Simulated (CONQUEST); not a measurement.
## SnSe2 under changes of volume

One of the cells (25.726 Å³/atom); the others are scaled copies at fixed shape and fractional positions:

```xyz
6
Lattice="3.8110 0.0000 0.0000 0.0000 6.1360 0.0000 0.0000 0.0000 6.6008" Properties=species:S:1:pos:R:3 pbc="T T T"
Sn    0.0000    0.0000    0.0000
Sn    1.9055    0.0000    3.3004
Se    0.0000    4.6081    2.2003
Se    1.9055    4.6081    5.5007
Se    0.0000    1.5279    4.4006
Se    1.9055    1.5279    1.1001
```

| Item | Value |
| --- | --- |
| Program | CONQUEST 1.3 |
| Functional | PBE |
| Potentials or basis | PseudoDojo NC PBE, SZP, grid of 36 × 60 × 64 points |
| k mesh | 7 × 5 × 4 |
| Occupations | fermi-dirac, width 0.05 eV |
| Spin | no spin polarisation |

| volume (Å³/atom) | energy over the lowest point (meV/atom) | pressure (GPa) | gap on the mesh (eV) | largest force (eV/Å) |
| --- | --- | --- | --- | --- |
| 24.182 | ? | ? | ? | ? |
| 24.697 | 125.83 | 12.6 | 0.67 | 1.964 |
| 25.212 | 88.84 | 10.4 | 0.65 | 1.710 |
| 25.726 | 58.75 | 8.4 | 0.63 | 1.469 |
| 26.241 | 34.22 | 6.9 | 0.61 | 1.262 |
| 26.755 | 14.72 | 5.3 | 0.59 | 1.053 |
| 27.270 | 0.00 | 3.9 | 0.56 | 0.862 |

Question: What does the run at 24.182 Å³/atom give?

Answer: Energy over the lowest point 170.31 meV/atom; pressure 15.1 GPa; gap on the mesh 0.68 eV; largest force 2.242 eV/Å.

Worked out: A Birch-Murnaghan fit of order 3 (a polynomial in V^(-2/3)) to the other rows has no minimum within the range. It gives 170.10 meV/atom at 24.182 Å³/atom, against the run's 170.31, and -dE/dV = 15.0 GPa, against 15.1. A straight line through the other rows of the gap, of slope -1.08 eV per unit of ln V, extrapolates to 0.70 eV, against the run's 0.68.

Energies are extrapolated to zero smearing.

Caveats: the atomic basis is small; spin-orbit coupling is left out, which moves the levels of the heavy elements; an odd mesh through Γ misses points on the zone boundary, where band edges often lie; this functional lacks dispersion, which binds the layers, so the pressure and a relaxed spacing across them are unreliable; the basis of atomic orbitals isn't converged, which shifts pressures, moduli and gaps; forces of over 1 eV/Å show positions far from the minimum, so gaps and moduli don't describe the material at rest (some runs).
